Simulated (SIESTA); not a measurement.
MgS (Niningerite):

```xyz
2
Lattice="0.0000 2.6016 2.6016 2.6016 0.0000 2.6016 2.6016 2.6016 0.0000" Properties=species:S:1:pos:R:3 pbc="T T T"
S     2.6016    2.6016    2.6016
Mg    0.0000    0.0000    0.0000
```

Base run:

| Property | Result |
| --- | --- |
| Program | SIESTA 5.4.2 |
| Functional | LDA |
| Potentials or basis | PseudoDojo 0.4 standard (LDA files) |
| Basis | DZP (energy shift 0.003 Ry; two zetas on semicore shells) |
| Grid cutoff | 800 Ry |
| Energy shift | 0.003 Ry |
| k mesh | 9 × 9 × 9 |
| Occupations | fermi-dirac, width 0.05 eV |
| Spin | no spin polarisation |

Its results: band gap on the k mesh 2.63 eV, indirect (least direct gap 3.57 eV); pressure -0.9 GPa.

Task: The run is repeated on the same cell with these changes: basis from DZP (energy shift 0.003 Ry; two zetas on semicore shells) to SZP (energy shift 0.003 Ry); k mesh from 9 × 9 × 9 to 7 × 7 × 7. What comes out?

Result: Band gap on the k mesh 2.52 eV, indirect (least direct gap 3.73 eV); pressure 2.3 GPa.

Several settings changed at once, so the effect can't be laid on one alone.

Caveats: the basis of atomic orbitals isn't converged, which shifts pressures, moduli and gaps; the mesh misses the band edges, which the band path finds closer together (some runs); an odd mesh through Γ misses points on the zone boundary, where band edges often lie (some runs).

Not every run made on this cell is shown here.
